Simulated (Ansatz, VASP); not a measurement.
One calculation of Zr, two programs

Contents of INCAR:

```
SYSTEM = Zr
ALGO     = Normal         ! electronic algorithm
EDIFF    = 1E-6           ! SCF threshold, eV
ENCUT    = 520            ! plane-wave cutoff, eV
GGA      = RE             ! functional
ISIF     = 2              ! what is computed and relaxed
ISMEAR   = -1             ! smearing method
LASPH    = .TRUE.         ! aspherical terms in the spheres
LCHARG   = .FALSE.        ! write CHGCAR
LREAL    = .FALSE.        ! projectors in reciprocal space
LWAVE    = .FALSE.        ! write WAVECAR
NBANDS   = 12             ! bands
NELM     = 60             ! most SCF steps
PREC     = Accurate       ! precision mode
SIGMA    = 0.1            ! smearing width, eV
```

KPOINTS

```
k-points
0
G
  12 12 12
  0 0 0
```

File POSCAR:

```
Zr
1.0
    2.9337025294      0.0000000000      0.0000000000
    0.0000000000      2.9337025294      0.0000000000
    0.0000000000      0.0000000000      2.9337025294
Zr
1
Direct
    0.0000000000      0.0000000000      0.0000000000
```

Input for Ansatz:

```yaml
crystal:
  lattice:
    - [2.9337025294, 0.0, 0.0]
    - [0.0, 2.9337025294, 0.0]
    - [0.0, 0.0, 2.9337025294]
  atoms:
    - { symbol: Zr, position: [0.0, 0.0, 0.0] }
hamiltonian:
  xc: revpbe
  pseudopotentials:
    kind: paw
    azcp:
      Zr: "pseudopotentials/Zr.paw.azcp"
basis:
  ecutwfc: 420
  fft_grid_basis: typed
kpoints:
  mp_grid: { grid: [12, 12, 12], shift: [0, 0, 0] }
magnetization:
  spin_polarized: false
scf:
  occupations: { method: fermi_dirac, width: 0.1 }
  lower_state_search: "off"
output:
  stress: true
```

Alike in both runs: task single point; functional revPBE; k mesh 12 × 12 × 12; occupations fermi-dirac, width 0.1 eV; no spin polarisation.

|  | VASP | Ansatz |
| --- | --- | --- |
| version | VASP 6.6.1 | Ansatz 0.2.0 |
| potentials or method | VASP PAW PBE potentials, release 64 (Zr_sv) | plane waves (420 eV) with PAW, scalar-relativistic |
| plane-wave cutoff (eV) | 520 | 420 |
| valence electrons in the cell | 12 | 12 |

```csv
,VASP,Ansatz,Ansatz less VASP
pressure (GPa),0.4,0.3,-0.05
```

Caveats: the PAW data sets were made with another functional, which shifts forces and pressure a little (VASP).
